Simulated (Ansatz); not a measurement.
# HfN (Fm-3m) in Ansatz: band structure with BLYP

Aim: the band structure of HfN with BLYP.

Everything below comes from runs of Ansatz 0.2.0. Logs are shortened: lines on timing, memory, paths and dates and some standing lists are left out, and cuts for length are marked.

### Step 1. Starting point

Symmetry: Fm-3m, No. 225, cubic system. The conventional cell has a = 4.512 Å, b = 4.512 Å, c = 4.512 Å, α = 90.00°, β = 90.00°, γ = 90.00°. Hf (site symmetry m-3m) has 6 N at 2.26 Å as nearest neighbours. N (site symmetry m-3m) is surrounded by 6 Hf at 2.26 Å.

### Step 2. Band structure, BLYP

File input.yaml:

```yaml
crystal:
  lattice:
    - [0.0, 2.256, 2.256]
    - [2.256, 0.0, 2.256]
    - [2.256, 2.256, 0.0]
  atoms:
    - { symbol: Hf, position: [0.0, 0.0, 0.0] }
    - { symbol: "N", position: [0.5, 0.5, 0.5] }
kpoints:
  mp_grid: { grid: [10, 10, 10] }
  band_path:
    path:
      - [0.0, 0.0, 0.0]
      - [0.5, 0.0, 0.5]
      - [0.5, 0.25, 0.75]
      - [0.375, 0.375, 0.75]
      - [0.0, 0.0, 0.0]
      - [0.5, 0.5, 0.5]
      - [0.625, 0.25, 0.625]
      - [0.5, 0.25, 0.75]
    npoints: 12
scf:
  occupations: { method: fermi_dirac, width: 0.05 }
hamiltonian:
  xc: blyp
  pseudopotentials: { kind: all_electron, lapw: { basis_error: 0.001 } }
output:
  forces: true
  stress: true
  eigenvalues: true
```

Potentials or basis: all-electron LAPW, scalar-relativistic.

On the command line:

```bash
ansatz run input.yaml --threads 1 --pin off --max-ram 3072MiB --backend cpu --events-out ev --progress --plain --runs-dir out
```

Log:

```text
Warning: RAYON_NUM_THREADS=1 ignored (pool sized by the plan → 1); use --threads N
LAPW: plane waves up to 9.496 Å⁻¹, error target 1.0e-3 eV per atom; small_component_spin mean_spin; N in spheres of 0.954 Å, 7 of its electrons in bands, Dirac shells []; Hf in spheres of 1.302 Å, 42 of its electrons in bands, Dirac shells [] (how accurate: hamiltonian.pseudopotentials.lapw.basis_error, Limitations)
Engine: ansatz 0.2.0, x86_64-unknown-linux-gnu
Pseudopotentials: kind: all_electron
Pseudopotential: Hf, LAPW, valence charge 42, lapw/all_electron/scalar/gaussian/Hf, Koelling and Harmon's equation, gaussian nucleus
Pseudopotential: N, LAPW, valence charge 7, lapw/all_electron/scalar/gaussian/N, Koelling and Harmon's equation, gaussian nucleus
Functional definition: BLYP
  parameter beta = 0.0042
  parameter a = 0.04918
  parameter b = 0.132
  parameter c = 0.2533
  parameter d = 0.349
  exchange = b88_x(beta = beta)
  correlation = lyp_c(a = a, b = b, c = c, d = d)
Crystal: 2 atoms, lattice volume = 22.964 Å³
Basis set: ecut = 343.5873783766043 eV, 331 PW (Γ), exchange–correlation at level 2
Bands: 30, of which v1, the nominal top of the filled ones, is band 25 counted from 1 (24 counted from 0)
Symmetry: 48 space group operations
Space group: Fm-3m (ITA 225), of the structure as read, at distance tolerance 2.8e-5 Å
k-points: 47 of 1000
Non-local potential: Hf, projectors of the file, none
Non-local potential: N, projectors of the file, none
Initial density: superposition of atomic densities (chi_scale 0.1, normalization cell, long waves kept (reshape's long-wave potential 0.00 eV rms))
Initial wavefunctions: plane waves of lowest kinetic energy (no species holds an atomic orbital)
Functional: x = b88, c = lyp
iter 1 solved again at ethr=1.15e-2 eV; its pass at ethr=1.00e-1 eV (dr2=5.64e0 eV) is discarded
SCF iter   1: F=—  HF=-411771.061972 eV  |F-HF|=—  |Δ(HF+E_count)|=         —  Δρ=1.39e-1  dr2=5.64e0  ethr=1.15e-2  ⟨swp⟩=2.0  Hψ=8746  notcnv=0
preconditioner: auto → none  [insulator: Δε(μ)=0.171 eV  Ē_g=19.313 eV  σ=0.050 eV  W_gap=0.61  n_scr=14 (ndim 8)  ℏωp=41.7 eV  f_vac=0.000  D(μ)=0.38/eV (n_scr^D=0)  ε∞_Penn≈5.7]
SCF iter   2: F=—  HF=-411769.973529 eV  |F-HF|=—  |Δ(HF+E_count)|=    1.09e0  Δρ=8.66e-2  dr2=1.94e0  ethr=1.15e-2  ⟨swp⟩=3.0  Hψ=4225  notcnv=0
iter 3 solved again at ethr=1.72e-4 eV; its pass at ethr=3.96e-3 eV (dr2=8.42e-2 eV) is discarded
SCF iter   3: F=—  HF=-411768.676209 eV  |F-HF|=—  |Δ(HF+E_count)|=    1.30e0  Δρ=1.71e-2  dr2=8.43e-2  ethr=1.72e-4  ⟨swp⟩=2.0  Hψ=7156  notcnv=0
SCF iter   4: F=—  HF=-411768.673030 eV  |F-HF|=—  |Δ(HF+E_count)|=         —  Δρ=1.93e-3  dr2=5.85e-4  ethr=1.72e-4  ⟨swp⟩=2.0  Hψ=4458  notcnv=0
the basis was enlarged: its passes take 184.3 KiB over the memory plan, 1 of 1 planned eigensolver slots
SCF iter   5: F=—  HF=-411768.665326 eV  |F-HF|=—  |Δ(HF+E_count)|=   7.70e-3  Δρ=4.53e-3  dr2=6.30e-3  ethr=1.19e-6  ⟨swp⟩=3.0  Hψ=4609  notcnv=0
SCF iter   6: F=—  HF=-411768.663162 eV  |F-HF|=—  |Δ(HF+E_count)|=   2.16e-3  Δρ=8.32e-4  dr2=1.96e-4  ethr=1.19e-6  ⟨swp⟩=3.0  Hψ=4391  notcnv=0
SCF iter   7: F=—  HF=-411768.663036 eV  |F-HF|=—  |Δ(HF+E_count)|=   1.26e-4  Δρ=1.25e-4  dr2=3.62e-6  ethr=3.99e-7  ⟨swp⟩=2.1  Hψ=4223  notcnv=0
SCF iter   8: F=—  HF=-411768.663033 eV  |F-HF|=—  |Δ(HF+E_count)|=   2.68e-6  Δρ=2.02e-5  dr2=1.16e-7  ethr=7.39e-9  ⟨swp⟩=3.0  Hψ=4323  notcnv=0
SCF iter   9: F=-411768.663033 eV  HF=-411768.663033 eV  |F-HF|=7.57e-10  |Δ(HF+E_count)|=   2.27e-9  Δρ=1.57e-6  dr2=5.80e-10  ethr=2.37e-10  ⟨swp⟩=3.0  Hψ=4341  notcnv=0
SCF 1 converged in 9 iterations: F = -411768.663033 eV  dr2 = 5.80e-10
NSCF: frozen V_eff on 85 k-points
SCF converged after 9 iterations
Free energy (F): -411768.663033 eV
Harris-Foulkes:  -411768.663033 eV  (|F-HF|=7.57e-10)
Internal energy: -411768.656611 eV  (E = F + TS)
E sigma→0 (E₀):  -411768.659822 eV
Entropy (-TS):   -0.006422 eV (-3.211 meV/atom)
Fermi energy:    24.895174 eV
--- Per-component energies (eV) ---
  E_band       = -4365.506237
  E_kinetic    = 458022.805327
  E_xc         = -8631.443608
  E_electrostatic = -861160.018329  (all electrons and nuclei)
  E_smearing   = -0.006422  (= −TS)
  E_closure    = 0.000000  (closes the sum)
  E_atoms      = -411751.410905  (free atoms, spherical and without spin; not in F)
  Σ components = -411768.663033   (vs F -411768.663033, Δ=0.00e0)
  Basis errors (estimates in eV, not in F): energy 4.0e-4 per atom: plane waves 3.5e-4 (1.9e-4 summed), levels above the bands 9.3e-83, relativity 1.2e-7, radial functions 4.2e-5, core shells 5.1e-7; eigenvalues (radial functions only) 5.4e-6; not estimated: angular momenta, meshes, grids; target (lapw.basis_error) 1.0e-3; muffin-tin radii N 0.954 Å, Hf 1.302 Å
--- Forces (eV/Å), atoms counted from 1 ---
  atom   1  Hf    -0.00000000    -0.00000000     0.00000000
  atom   2  N      0.00000000    -0.00000000    -0.00000000
  max |Σ_I F_I| component: 1.08e-30 eV/Å
--- Stress (GPa, compression-positive) ---
       15.527990      -0.000000       0.000000
       -0.000000      15.527990       0.000000
        0.000000       0.000000      15.527990
  P = ⅓ Tr σ = 15.5280 GPa (155.280 kbar)
--- Band table (eV; the first three rows and the last of 47) ---
  k-point 0: bands = ["-353.3285", "-349.3099", "-349.3099", "-349.3099", "-177.2424", "-177.2424", "-177.2403", "-177.2403", "-177.2403", "-38.0599", "-6.4619", "-6.4619", "-6.4619", "7.3604", "12.0791", "12.0791", "12.0791", "12.1102", "12.2104", "12.2104", "12.2104", "21.8534", "21.8534", "21.8534", "24.4580", "24.4580", "24.4580", "26.7544", "26.7544", "26.8683"]
  k-point 1: bands = ["-353.3285", "-349.3099", "-349.3099", "-349.3099", "-177.2424", "-177.2424", "-177.2403", "-177.2403", "-177.2403", "-38.0541", "-6.5610", "-6.4702", "-6.4702", "7.5796", "12.0823", "12.0874", "12.0874", "12.1151", "12.2034", "12.2034", "12.2107", "20.9591", "21.2981", "21.2981", "24.7192", "24.7831", "24.7831", "27.4903", "27.4903", "27.5371"]
  k-point 2: bands = ["-353.3285", "-349.3099", "-349.3099", "-349.3099", "-177.2424", "-177.2424", "-177.2403", "-177.2403", "-177.2403", "-38.0388", "-6.8110", "-6.4917", "-6.4917", "8.1633", "12.0990", "12.1101", "12.1101", "12.1297", "12.1862", "12.1862", "12.2115", "19.3203", "20.2814", "20.2814", "25.1642", "25.5902", "25.5902", "28.9476", "29.1428", "29.1428"]
  k-point 46: bands = ["-353.3285", "-349.3099", "-349.3099", "-349.3099", "-177.2424", "-177.2424", "-177.2403", "-177.2403", "-177.2403", "-37.9784", "-7.0858", "-6.9379", "-6.8018", "8.8954", "12.1302", "12.1385", "12.1427", "12.1648", "12.1663", "12.1865", "12.2237", "18.8957", "19.3788", "19.5311", "24.8256", "27.1266", "30.1629", "30.1944", "31.0679", "34.8125"]
```

It took 6.8 s on 1 thread of AMD EPYC 9R45 (Zen 5), shared host; peak memory 0.39 GiB.

What came out:

```yaml
Free_energy: -411768.6630 eV
Pressure: 15.5 GPa
Band_gap_along_the_path: none (metal or under the smearing width)
```

Levels at the corners of the path, in eV from the Fermi level:
```tsv
point	band 22	band 23	band 24	band 25	band 26	band 27	band 28	band 29
Γ	-3.04	-3.04	-3.04	-0.44	-0.44	-0.44	1.86	1.86
X	-5.41	-3.78	-3.72	-3.72	3.94	5.29	5.29	5.53
W	-6.20	-5.48	-5.48	1.07	1.07	5.30	5.41	6.07
K	-6.34	-5.54	-5.03	-0.85	3.76	4.26	5.90	6.48
Γ	-3.04	-3.04	-3.04	-0.44	-0.44	-0.44	1.86	1.86
L	-8.88	-6.30	-6.30	3.14	3.52	3.52	4.79	8.64
U	-6.34	-5.54	-5.03	-0.85	3.76	4.26	5.90	6.48
W	-6.20	-5.48	-5.48	1.07	1.07	5.30	5.41	6.07
```

Caveat: so large a pressure means that the cell lies far from this level's equilibrium, or that cutoff or potentials fall short; spin-orbit coupling is left out, which moves the levels of the heavy elements.
